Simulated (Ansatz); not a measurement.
A crystal relaxed with r2SCAN+rVV10 in Ansatz 0.2.0 has space group P6_3/mmc (No. 194) and a = 3.305 Å, c = 13.088 Å.

```tsv
atom	site	x	y	z
Xx	2c	0.3333	0.6667	0.2500
Se	4f	0.6667	0.3333	0.3766
```

With r2SCAN the valence top lies at Γ and the conduction bottom at K–Γ (0.45 of the way from K), 1.00 eV higher; the smallest vertical gap, at K, is 1.49 eV. The HSE06 gap is indirect, 1.39 eV (Γ to K–Γ (0.45 of the way from K)), below the direct gap of 1.83 eV at K. Meshes: r2SCAN 12×12×2, HSE06 6×6×2. r2SCAN's ε∞ is 16.0 along x and y, 6.8 along z.

Question: Which element is Xx?
A. Cr
B. W
C. Mo

Answer: C. Xx is Mo: MoSe2, 2H-MoS2 type. Around Mo lie 6 Se at 2.53 Å; around Se lie 3 Mo at 2.53 Å.

Calculated for a static, non-magnetic cell.

The runs are scalar-relativistic, without spin-orbit coupling.

Where an edge lies off the special points, it is a point of the mesh or the k point where a search put PBE's edge or least direct gap, reused for the other functionals, whose own edges may lie a little apart.

The meshes of the hybrids are coarse, so their gaps aren't converged to the digits shown.
